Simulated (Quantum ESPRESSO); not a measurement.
The system is FeO (Wuestite).

```
Fe O
1.0
     1.51882    0.87689    2.51958
    -1.51882    0.87689    2.51958
     0.00000   -1.75378    2.51958
Fe O
1 1
Direct
  0.00000 0.00000 0.00000
  0.50000 0.50000 0.50000
```

Base run:

* Program: Quantum ESPRESSO 7.5
* Functional: PBE
* Potentials or basis: SSSP 1.3 efficiency PBE
* Cutoff: 871 eV
* Density cutoff: 10640 eV
* k mesh: 11 × 11 × 11
* Occupations: fermi-dirac, width 0.05 eV
* Spin: collinear spin, ferromagnetic start
* Starting moments: [3.0, 0.0] μB

Its results: band gap on the k mesh none (metal or under the smearing width); pressure -2.2 GPa; net moment 4.00 μB per cell; site moments Fe +3.45; O +0.32 μB.

**Question.** The run is repeated on the same cell with these changes: functional from PBE to LDA; potentials or basis from SSSP 1.3 efficiency PBE to GBRV 1.5 LDA; cutoff from 871 eV to 762 eV; density cutoff from 10640 eV to 6095 eV. What comes out?

**Answer.** Band gap on the k mesh none (metal or under the smearing width); pressure -16.3 GPa; net moment 4.00 μB per cell; site moments Fe +3.43; O +0.34 μB.

Caveats: a cell with one magnetic atom can't hold antiferromagnetic order, which such compounds often take; semilocal functionals often make such compounds metallic where correlation or magnetic order opens a gap, which also shifts bond lengths; so large a pressure means that the cell lies far from this level's equilibrium, or that cutoff or potentials fall short (some runs).

Not every run made on this cell is shown here.
